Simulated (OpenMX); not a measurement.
Crystal: TiSi2.

```xyz
3
Lattice="4.7794 0.0000 0.0000 2.6449 3.9808 0.0000 -3.5527 -2.2878 2.2331" Properties=species:S:1:pos:R:3 pbc="T T T"
Ti    0.0000    0.0000    0.0000
Si    4.9748    2.6675    0.0000
Si    2.4494    1.3134    0.0000
```

The cell comes from a database or a generator and needn't be the stable form of this composition.

Base run:

- Program: OpenMX 3.8.5
- Functional: PBE
- Dispersion: D3(BJ)
- Potentials or basis: OpenMX 2013 PBE set, Ti7.0-s3p2d2, Si7.0-s2p2d1, grid cutoff 400 Ry
- k mesh: 9 × 9 × 9
- Occupations: fermi-dirac, width 0.05 eV
- Spin: no spin polarisation

Its results: band gap on the k mesh none (metal or under the smearing width); pressure -4.6 GPa; largest force 0.072 eV/Å.

**Question.** The run is repeated on the same cell with these changes: dispersion from D3(BJ) to D4. What comes out?

**Answer.** Band gap on the k mesh none (metal or under the smearing width); pressure -2.7 GPa; largest force 0.056 eV/Å.

Caveats: the basis of atomic orbitals isn't converged, which shifts pressures, moduli and gaps; pairwise dispersion overbinds metals, which lowers pressure and volume.
